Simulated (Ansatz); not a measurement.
# Ge: the cost of one run

Method: DFT PBE, scalar-relativistic, plane waves, PAW, in Ansatz 0.2.0.

1 further run of the same task is left out (set aside as unsound or not needed).

### Step 1. The starting structure

It takes space group Fd-3m (No. 227, cubic). Conventional cell: a = 5.658 Å, b = 5.658 Å, c = 5.658 Å, α = 90.00°, β = 90.00°, γ = 90.00°. Ge (site symmetry -43m) has 4 Ge at 2.45 Å as nearest neighbours.

Structure file:

```xyz
2
Lattice="0.0000 2.8288 2.8288 2.8288 0.0000 2.8288 2.8288 2.8288 0.0000" Properties=species:S:1:pos:R:3 pbc="T T T"
Ge    2.8288    2.8288    2.8288
Ge    4.2432    4.2432    4.2432
```

The structure comes from the Crystallography Open Database.

### Step 2. A distortion of lower symmetry

Against the listed cell: strain xx, yy, zz, yz, xz, xy = -2.4, -2.4, -4.7, +0.0, +0.0, -2.0 %; atoms moved by 0.10 Å root mean square, at most 0.10 Å.

Input file input.yaml:

```yaml
crystal:
  lattice:
    - [-0.0563773861, 2.7621241788, 2.6969776057]
    - [2.7621241788, -0.0563773861, 2.6969776057]
    - [2.7053507649, 2.7053507649, 0.0003960278]
  atoms:
    - { symbol: Ge, position: [0.5176692936, 0.5176692936, 0.4829945016] }
    - { symbol: Ge, position: [0.7323307064, 0.7323307064, 0.7670054984] }
basis:
  ecutwfc: 420
kpoints:
  mp_grid: { grid: [12, 12, 12] }
hamiltonian:
  xc: pbe
scf:
  occupations: { method: gaussian, width: 0.1 }
output:
  forces: true
  stress: true
  eigenvalues: true
```

Launch:

```sh
$ ansatz run input.yaml --threads 1 --pin off --max-ram 1331MiB --backend cpu --events-out ev --progress --plain --runs-dir out
```

Q: Estimate wall time and peak memory on 1 thread of an x86-64 CPU, shared host.

About 8.2 s, with a peak of 0.72 GiB.
